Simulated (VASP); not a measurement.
Calculation: PBE GGA, VASP's PBE PAW potentials (set 64) (plane waves; VASP 6.6.1).

A VASP calculation is set up with these files.

File KPOINTS:
```
Automatic mesh
0
Gamma
4 4 4
0 0 0
```

File POSCAR:
```
CsBr
1
    4.2900000000     0.0000000000     0.0000000000
    0.0000000000     4.2900000000     0.0000000000
    0.0000000000     0.0000000000     4.2900000000
Cs Br
1 1
Direct
  0.0000000000   0.0000000000   0.0000000000
  0.5000000000   0.5000000000   0.5000000000
```

**INCAR**
```
ALGO = Exact
EDIFF = 1E-8
ENCUT = 500
GGA = PE
ISMEAR = 0
LASPH = T
LCHARG = F
LOPTICS = T
LREAL = F
LWAVE = T
NBANDS = 160
NELM = 1
PREC = Normal
SIGMA = 0.01
SYSTEM = CsBr
```

POTCAR, in this order: Cs_sv_GW Br_GW (PBE.64 set). Program: vasp_std. Read from the step before: WAVECAR.

What VASP printed:

**OSZICAR**
```
       N       E                     dE             d eps       ncg     rms          rms(c)
DIA:   1    -0.768856769747E+01   -0.76886E+01    0.00000E+00     0   0.000E+00
   1 F= -.76885677E+01 E0= -.76885677E+01  d E =0.000000E+00
 imaginary and real dielectric function
```

### OUTCAR
```
 val. band max:        0.4802985431   @ k =   0.0000   0.0000   0.0000

 cond. band min:       4.9907347788   @ k =   0.0000   0.0000   0.0000



 k-point     1 :       0.0000    0.0000    0.0000
  band No.  band energies     occupation
      1     -19.2794      2.00000
      2     -11.8808      2.00000
      3      -5.8777      2.00000
      4      -5.8777      2.00000
      5      -5.8777      2.00000
      6       0.4803      2.00000
      7       0.4803      2.00000
      8       0.4803      2.00000
      9       4.9907      0.00000
     10       5.4104      0.00000
     11       5.4104      0.00000
     12       9.6138      0.00000
     13       9.6138      0.00000
     14       9.6138      0.00000
     15      12.5859      0.00000
     16      12.5859      0.00000
     17      13.4257      0.00000
     18      13.4257      0.00000
     19      13.4257      0.00000
     20      14.2079      0.00000
     21      14.2079      0.00000
     22      14.2079      0.00000
     23      15.7121      0.00000
     24      16.4860      0.00000
     25      16.4860      0.00000
     26      16.4860      0.00000
     27      18.3489      0.00000
     28      18.3489      0.00000
     29      18.3489      0.00000
     30      19.9010      0.00000
     31      20.4689      0.00000
     32      20.4689      0.00000
     33      20.4689      0.00000
     34      24.3930      0.00000
     35      24.3930      0.00000
     36      24.9228      0.00000
     37      27.4191      0.00000
     38      27.4191      0.00000
     39      27.4191      0.00000
     40      27.5121      0.00000
     41      27.5121      0.00000
     42      29.5577      0.00000
     43      30.9705      0.00000
     44      30.9705      0.00000
     45      30.9705      0.00000
     46      32.7431      0.00000
     47      32.7431      0.00000
     48      32.7431      0.00000
     49      35.0349      0.00000
     50      35.0349      0.00000
     51      35.0349      0.00000
     52      36.2619      0.00000
...
```

The density is held fixed in this step, so its total energy and stress have no physical meaning. Unless said otherwise, spin-orbit coupling is left out, though it shifts the bands of the heavy elements here.

The compound is CsBr in the CsCl type structure. The cell was not relaxed at this level.
